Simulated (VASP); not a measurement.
MgO2:

```
Mg O
1.0
     4.82861    0.00000    0.00000
     0.00000    4.82861    0.00000
     0.00000    0.00000    4.82861
Mg O
4 8
Direct
  0.00000 0.00000 0.00000
  0.50000 0.00000 0.50000
  0.50000 0.50000 0.00000
  0.00000 0.50000 0.50000
  0.58942 0.91058 0.08942
  0.91058 0.08942 0.58942
  0.08942 0.58942 0.91058
  0.41058 0.41058 0.41058
  0.58942 0.58942 0.58942
  0.91058 0.41058 0.08942
  0.08942 0.91058 0.41058
  0.41058 0.08942 0.91058
```

The cell is a database's computed one.

Base run:

| Quantity | Value |
| --- | --- |
| Program | VASP 6.6.1 |
| Functional | rSCAN |
| Potentials or basis | VASP PAW PBE potentials, release 64 (Mg, O) |
| Cutoff | 520 eV |
| k mesh | 6 × 6 × 6 |
| Occupations | fermi-dirac, width 0.05 eV |
| Spin | no spin polarisation |

Its results: band gap on the k mesh 4.56 eV, indirect (least direct gap 4.69 eV); pressure -1.3 GPa; largest force 0.035 eV/Å.

Q: After a change of settings the same cell gave: band gap on the k mesh 4.23 eV, indirect (least direct gap 4.36 eV); pressure 3.9 GPa; largest force 0.458 eV/Å. Which change was it?
A. functional from rSCAN to TPSS
B. functional from rSCAN to r2SCAN; further incar settings from ALGO = Normal; EDIFF = 1e-07 to ALGO = Normal; EDIFF = 1e-07; NBANDS = 40
C. functional from rSCAN to SCAN; further incar settings from ALGO = Normal; EDIFF = 1e-07 to ALGO = Normal; EDIFF = 1e-06

A: A.

Caveats: the PAW data sets were made with another functional, which shifts forces and pressure a little.

Runs at the PBE level aren't shown here.
